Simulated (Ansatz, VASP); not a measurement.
# Two plane-wave programs on SrO

```xyz
2
Lattice="0.0000 2.5357 2.5357 2.5357 0.0000 2.5357 2.5357 2.5357 0.0000" Properties=species:S:1:pos:R:3 pbc="T T T"
Sr    0.0000    0.0000    0.0000
O     2.5357    2.5357    2.5357
```

Change from the starting cell: strained cell.

Alike in both runs: functional PBEsol; k mesh 6 × 6 × 6; occupations gaussian, width 0.02 eV; no spin polarisation.

Ansatz relaxed the structure, and its values are those at the end. VASP's run is a single point on that final structure, the one shown.

|  | VASP | Ansatz |
| --- | --- | --- |
| version | VASP 6.6.1 | Ansatz 0.2.0 |
| potentials or method | VASP PAW PBE potentials, release 64 (Sr_sv, O) | scalar-relativistic, plane waves, PAW |
| plane-wave cutoff (eV) | 520 | 420 |
| valence electrons in the cell | 16 | 16 |

|  | VASP | Ansatz | Ansatz less VASP |
| --- | --- | --- | --- |
| gap on the k mesh at the Fermi level (eV) | 3.12 | 3.17 | +0.053 |
| least direct gap on the mesh (eV) | 3.18 | 3.22 | +0.042 |
| pressure (GPa) | 3.7 | 3.0 | -0.72 |

Ansatz warned: «pseudo_functional_mismatch».

Caveats: the PAW data sets were made with another functional, which shifts forces and pressure a little (VASP). A k mesh can miss the band edges.
